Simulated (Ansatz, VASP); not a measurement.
Mg in VASP and in Ansatz

The input INCAR:

```
ALGO     = Normal         # electronic algorithm
EDIFF    = 1E-6           # SCF threshold, eV
ENCUT    = 520            # plane-wave cutoff, eV
GGA      = RE             # functional
ISIF     = 2              # what is computed and relaxed
ISMEAR   = -1             # smearing method
LASPH    = T              # aspherical terms in the spheres
LCHARG   = F              # write CHGCAR
LREAL    = F              # projectors in reciprocal space
LWAVE    = F              # write WAVECAR
NBANDS   = 12             # bands
NELM     = 100            # most SCF steps
PREC     = Accurate       # precision mode
SIGMA    = 0.1            # smearing width, eV
```

KPOINTS

```
k-points
0
Gamma
  13 13 4
```

Contents of POSCAR:

```
Mg
1.0
    3.3493655544      0.0000000000      0.0000000000
   -1.6746827772      2.9006356567      0.0000000000
    0.0000000000      0.0000000000     10.8955239253
Mg
4
Direct
    1.0000000000      0.0000000000      1.0000000000
    1.0000000000      1.0000000000      0.5000000000
    0.3333333333      0.6666666667      0.2500000000
    0.6666666667      0.3333333333      0.7500000000
```

Input for Ansatz:

```yaml
crystal:
  lattice:
    - [3.3493655544, 0.0, 0.0]
    - [-1.6746827772, 2.9006356567, 0.0]
    - [0.0, 0.0, 10.8955239253]
  atoms:
    - { symbol: Mg, position: [1.0, 0.0, 1.0] }
    - { symbol: Mg, position: [1.0, 1.0, 0.5] }
    - { symbol: Mg, position: [0.3333333333, 0.6666666667, 0.25] }
    - { symbol: Mg, position: [0.6666666667, 0.3333333333, 0.75] }
hamiltonian:
  xc: revpbe
  pseudopotentials:
    kind: paw
    azcp:
      Mg: "pseudopotentials/Mg.paw.azcp"
basis:
  ecutwfc: 420
  fft_grid_basis: typed
kpoints:
  mp_grid: { grid: [13, 13, 4], shift: [0, 0, 0] }
magnetization:
  spin_polarized: false
scf:
  occupations: { method: fermi_dirac, width: 0.1 }
  lower_state_search: "off"
output:
  stress: true
```

Alike in both runs: task single point; functional revPBE; k mesh 13 × 13 × 4; occupations fermi-dirac, width 0.1 eV; no spin polarisation.

|  | VASP | Ansatz |
| --- | --- | --- |
| version | VASP 6.6.1 | Ansatz 0.2.0 |
| potentials or method | VASP PAW PBE potentials, release 64 (Mg) | plane waves (420 eV) with PAW, scalar-relativistic |
| plane-wave cutoff (eV) | 520 | 420 |
| valence electrons in the cell | 8 | 40 |

|  | VASP | Ansatz | Ansatz less VASP |
| --- | --- | --- | --- |
| pressure (GPa) | -3.1 | -3.0 | +0.15 |
| largest component of the traceless stress (GPa) | 0.06 | 0.06 | -0.001 |

With one functional, cell and mesh, what is left measures potentials, basis and numerics. The two sets of potentials don't hold the same shells in valence.

Caveats: the PAW data sets were made with another functional, which shifts forces and pressure a little (VASP).
